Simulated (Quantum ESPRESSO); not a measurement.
# Bi under changes of volume

One of the cells (35.070 Å³/atom); the others are scaled copies at fixed shape and fractional positions:

```
Bi
1.0
     2.26750    1.30914    3.93800
    -2.26750    1.30914    3.93800
     0.00000   -2.61828    3.93800
Bi
2
Direct
  0.76600 0.76600 0.76600
  0.23400 0.23400 0.23400
```

* Program: Quantum ESPRESSO 7.5
* Functional: PBE
* Potentials or basis: SG15 PBE 1.2
* Cutoff: 898 eV
* Density cutoff: 3592 eV
* k mesh: 7 × 7 × 7
* Occupations: fermi-dirac, width 0.05 eV
* Spin: no spin polarisation

| volume (Å³/atom) | energy over the lowest point (meV/atom) | pressure (GPa) | gap on the mesh (eV) | largest force (eV/Å) |
| --- | --- | --- | --- | --- |
| 32.965 | 62.21 | 6.0 | 0.30 | 0.551 |
| 33.667 | 39.29 | 4.6 | 0.29 | 0.438 |
| 34.368 | 22.20 | 3.3 | 0.28 | 0.332 |
| 35.070 | 10.20 | 2.2 | 0.27 | 0.231 |
| 35.771 | 3.01 | 1.2 | 0.26 | 0.139 |
| 36.472 | 0.00 | 0.2 | 0.25 | 0.052 |
| 37.174 | ? | ? | ? | ? |

Q: What does the run at 37.174 Å³/atom give?

A: Energy over the lowest point 0.75 meV/atom; pressure -0.6 GPa; gap on the mesh 0.24 eV; largest force 0.029 eV/Å.

Worked out: A Birch-Murnaghan fit of order 3 (a polynomial in V^(-2/3)) to the other rows has its minimum at 36.66 Å³/atom, just outside them, with B0 = V·E''(V) = 45 GPa and B' = 4.2 at fixed shape and positions, which overstates the stiffness. It gives 0.86 meV/atom at 37.174 Å³/atom, against the run's 0.75, and -dE/dV = -0.6 GPa, against -0.6. A straight line through the other rows of the gap, of slope -0.495 eV per unit of ln V, extrapolates to 0.24 eV, against the run's 0.24.

Energies are extrapolated to zero smearing.

Caveats: spin-orbit coupling is left out, which as a rule narrows the gap of such compounds by several tenths of an eV; an odd mesh through Γ misses points on the zone boundary, where band edges often lie.
